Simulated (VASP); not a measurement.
A VASP 6.6.1 single-point calculation on CdTe

INCAR

```
EDIFF = 1E-7
NBANDS = 16
LCHARG = .FALSE.
ISPIN = 2
NELM = 82
ISMEAR = -1
METAGGA = M06L
SIGMA = 0.02
ISIF = 2
LASPH = .TRUE.
ENCUT = 520
MAGMOM = -3 3
LREAL = .FALSE.
PREC = Accurate
IBRION = -1
LWAVE = .FALSE.
NSW = 0
```

KPOINTS

```
KPOINTS created by Atomic Simulation Environment
0
Gamma
6 6 6
0 0 0
```

POSCAR

```
Cd Te
 1.0000000000000000
     0.0000000000000000    3.2799551162000000    3.2143560137999998
     3.2799551162000000    0.0000000000000000    3.2143560137999998
     3.2799551162000000    3.2799551162000000    0.0000000000000000
 Cd  Te
   1   1
Cartesian
  0.0000000000000000  0.0000000000000000  0.0000000000000000
  1.6399775581000000  1.6399775581000000  1.6071780069000003
```

The recommended PBE PAW datasets give the neutral cell 18 valence electrons.

Command

```
mpirun -np 1 vasp_std
```

OSZICAR

```
N       E                     dE             d eps       ncg     rms          rms(c)
DAV:   1    -0.832247532027E+09   -0.83225E+09   -0.72608E+09  3288   0.290E+07
DAV:   2    -0.112569575540E+10   -0.29345E+09   -0.28990E+09  3024   0.272E+08
DAV:   3    -0.113637426206E+10   -0.10679E+08   -0.95139E+07  3368   0.433E+07
DAV:   4    -0.113676777799E+10   -0.39352E+06   -0.39254E+06  2928   0.859E+06
DAV:   5    -0.113679456923E+10   -0.26791E+05   -0.26790E+05  3456   0.215E+06    0.178E+02
DAV:   6     0.477100330567E+03    0.11368E+10   -0.68234E+04  3840   0.103E+03    0.215E+03
DAV:   7    -0.294927677041E+05   -0.29970E+05   -0.25263E+05  3840   0.121E+03    0.172E+02
DAV:   8    -0.143119408101E+03    0.29350E+05   -0.55958E+04  3168   0.151E+03    0.150E+03
DAV:   9    -0.102997582685E+08   -0.10300E+08   -0.84791E+07  3240   0.361E+06    0.573E+03
DAV:  10    -0.527935395668E+04    0.10294E+08   -0.70254E+04  3432   0.134E+03    0.163E+03
...
DAV:  55    -0.394081827738E+09   -0.33799E+09   -0.62436E+08  3072   0.326E+05    0.265E+02
DAV:  56    -0.183079409832E+09    0.21100E+09   -0.31270E+08  3592   0.127E+05    0.278E+02
DAV:  57    -0.303738612952E+10   -0.28543E+10   -0.61820E+09  3640   0.110E+06    0.328E+02
DAV:  58    -0.534038131231E+09    0.25033E+10   -0.96822E+08  3360   0.353E+05    0.317E+02
DAV:  59    -0.948511074285E+09   -0.41447E+09   -0.15650E+09  3336   0.481E+05    0.304E+02
DAV:  60    -0.650427650651E+09    0.29808E+09   -0.13669E+09  3528   0.286E+05    0.298E+02
DAV:  61    -0.214923075348E+10   -0.14988E+10   -0.39333E+09  3456   0.105E+06    0.311E+02
DAV:  62    -0.157918864549E+10    0.57004E+09   -0.31694E+09  3344   0.853E+05    0.305E+02
DAV:  63    -0.940815004715E+09    0.63837E+09   -0.19165E+09  3552   0.547E+05    0.294E+02
   1 F= -.94081500E+09 E0= -.94081500E+09  d E =-.215012E-02  mag=    -1.7678
```

Standard output (part)

```
POSCAR found type information on POSCAR CdTe
 POSCAR found :  2 types and       2 ions
 LDA part: xc-table for (None), standard interpolation
 POSCAR, INCAR and KPOINTS ok, starting setup
 WAVECAR not read
 entering main loop
 hard stop encountered!  aborting job ...
|     The electronic self-consistency was not achieved in the given           |
|     number of steps (NELM). The forces and other quantities evaluated       |
|     might not be reliable so examine the results carefully. If you find     |
|     spurious results, we suggest increasing NELM, if you were close to      |
|     convergence or switching to a different ALGO or adjusting the           |
|     density mixing parameters otherwise.                                    |
 soft stop encountered!  aborting job ...
|     Your highest band is occupied at some k-points! Unless you are          |
|     performing a calculation for an insulator or semiconductor, without     |
|     unoccupied bands, you have included TOO FEW BANDS!! Please increase     |
|     the parameter NBANDS in file INCAR to ensure that the highest band      |
|     is unoccupied at all k-points. It is always recommended to include      |
|     a few unoccupied bands to accelerate the convergence of                 |
|     molecular-dynamics runs (even for insulators or semiconductors),        |
|     since the presence of unoccupied bands improves wavefunction            |
...
```

It was cut off at its time limit.

The run took about 15 min on one core of a shared host (Intel Xeon Platinum 8488C) and held 0.29 GiB at most.
